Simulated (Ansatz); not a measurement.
Crystal: SiNi.

```
CELL_PARAMETERS angstrom
5.17310 0.00000 0.00000
0.00000 3.33810 0.00000
0.00000 0.00000 5.60490
ATOMIC_POSITIONS crystal
Ni 0.99221 0.75000 0.81248
Ni 0.50779 0.25000 0.31248
Ni 0.49221 0.75000 0.68752
Ni 0.00779 0.25000 0.18752
Si 0.67872 0.25000 0.91750
Si 0.82128 0.75000 0.41750
Si 0.17872 0.25000 0.58250
Si 0.32128 0.75000 0.08250
```

```yaml
Program: Ansatz 0.2.0
Task: relaxation of cell and atoms
Functional: BLYP
Dispersion: D4
Potentials_or_basis: Ansatz PAW
Cutoff: "420 eV (not typed: the program's choice for these potentials)"
k_mesh: 5 × 8 × 5
Occupations: fermi-dirac, width 0.05 eV
Spin: collinear spin, ferromagnetic start
Starting_moments: "[1.0, 1.0, 1.0, 1.0, 0.0, 0.0, 0.0, 0.0] μB"
```

At the start: volume 12.10 Å³/atom.

How do energy, volume and symmetry change on relaxing?

It ends after 6 steps and the volume is 12.04 Å³/atom (-0.5 %); space group Pnma (No. 62, to 0.05 Å); moment 0.00 μB per cell.

The path:
| step | energy change (eV) | largest force (eV/Å) | volume (Å³) |
| --- | --- | --- | --- |
| 1 | 0.0000 | 0.2064 | 96.79 |
| 2 | -0.0162 | 0.1151 | 96.53 |
| 3 | -0.0230 | 0.0190 | 96.15 |
| 4 | -0.0231 | 0.0071 | 96.27 |
| 5 | -0.0232 | 0.0010 | 96.29 |
| 6 | -0.0230 | 0.0010 | 96.29 |

Final structure:
```
Ni Si
1.0
     5.10630    0.00000    0.00000
     0.00000    3.36431    0.00000
     0.00000    0.00000    5.60485
Ni Si
4 4
Direct
  0.99305 0.75000 0.80848
  0.50695 0.25000 0.30848
  0.49305 0.75000 0.69152
  0.00695 0.25000 0.19152
  0.68154 0.25000 0.91625
  0.81846 0.75000 0.41625
  0.18154 0.25000 0.58375
  0.31846 0.75000 0.08375
```

The cell as given is a measured one (12.10 Å³/atom); BLYP+D4 puts the equilibrium volume -0.5 % from it, thermal expansion not counted.

Caveat: the plane-wave basis is chosen anew once the cell has moved, so the energies of steps on either side of that aren't comparable; pairwise dispersion overbinds metals, which lowers pressure and volume; the PAW data sets come from PBE, with cores solved anew for the run's functional, which leaves a small shift of forces and pressure; the starting moments weren't kept.
